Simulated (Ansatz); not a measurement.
Born–Oppenheimer molecular dynamics of a periodic cell of 16 atoms, WC (start crystal WC, start structure P-6m2, volume 1.1 times the crystal's). It starts from a structure without forces on its atoms.

Level of theory: DFT PBE-D3(BJ), scalar-relativistic, plane waves, PAW in Ansatz 0.2.0. Settings: accuracy low, PAW set soft_1, cutoff 420 eV, k mesh 2x3x3, fermi-dirac smearing 0.24 eV, no spin polarisation.

| Property | Result |
| --- | --- |
| ensemble | NVT, Nosé–Hoover chain |
| time step | 0.75 fs |
| steps asked | 200 |
| set temperature | 5600 K |
| thermostat | time constant 3 fs, chain length 1 |
| seed | 473768 |

First frame:

```xyz
16
Lattice="-2.9501 -5.1097 0.0000 4.4251 -2.5548 0.0000 0.0000 0.0000 5.7915" Properties=species:S:1:pos:R:3
W 0.000 -5.110 0.000
C 1.475 -4.258 1.448
W 0.000 -5.110 2.896
C 1.475 -4.258 4.344
W -1.475 -2.555 0.000
C 0.000 -1.703 1.448
W -1.475 -2.555 2.896
C 0.000 -1.703 4.344
W 1.475 -2.555 0.000
C 2.950 -1.703 1.448
W 1.475 -2.555 2.896
C 2.950 -1.703 4.344
W 0.000 0.000 0.000
C -1.475 -4.258 1.448
W 0.000 0.000 2.896
C -1.475 -4.258 4.344
```

Q: What does the run give?

A: The run went to its last step.

```json
{"steps done": "200", "time covered": "150 fs", "mean temperature over the second half": "5600 K", "spread of the potential energy over the second half": "89.6 meV per atom", "mean potential energy of the second half above the start": "1324.7 meV per atom"}
```

The conserved energy stayed within 1.2 meV per atom of its start (net change 1.1 meV per atom), so the integration is sound. A run of 0.15 ps of so small a system gives no equilibrium averages. Limits of this set-up: coarse k mesh, low accuracy level.

Q: What happens to the structure?

A: Mean squared displacements from the first frame to the last, about the centre of mass: W 0.65 Å², C 1.03 Å². This is one draw of velocities; another would differ in detail.

Q: How do temperature and energy run in time?

A: 
```tsv
time (fs)	T (K)	potential energy less start (eV)	conserved less start (meV/atom)
0	5600	0.000	0.00
4.5	5057	1.537	0.13
9	5234	5.378	0.59
13.5	6828	9.218	1.02
18	5626	9.905	0.69
22.5	4862	9.134	0.40
27	5976	9.321	0.36
31.5	5361	11.395	0.62
36	5292	13.670	0.79
40.5	6374	15.507	0.51
45	4688	18.655	0.82
49.5	5938	21.001	1.15
54	6803	21.465	0.88
58.5	4182	21.430	0.95
63	6426	19.863	0.61
67.5	5759	19.360	0.83
72	4532	18.986	0.89
76.5	6788	17.767	0.67
81	5023	17.991	0.71
85.5	4542	19.225	0.83
90	7268	20.966	1.03
94.5	5102	22.444	1.12
99	4856	22.476	0.97
103.5	6954	22.252	0.93
108	4838	22.549	1.04
112.5	5252	22.228	0.96
117	6668	21.958	0.95
121.5	4738	22.133	1.13
126	5802	21.278	0.95
130.5	6017	20.851	0.68
135	4682	21.381	0.98
139.5	6423	20.986	0.83
144	5396	21.552	0.98
148.5	4956	22.069	1.12
```

The run took 15 min on 2 threads of Arm Neoverse V2 (shared host), peak memory 0.69 GiB.
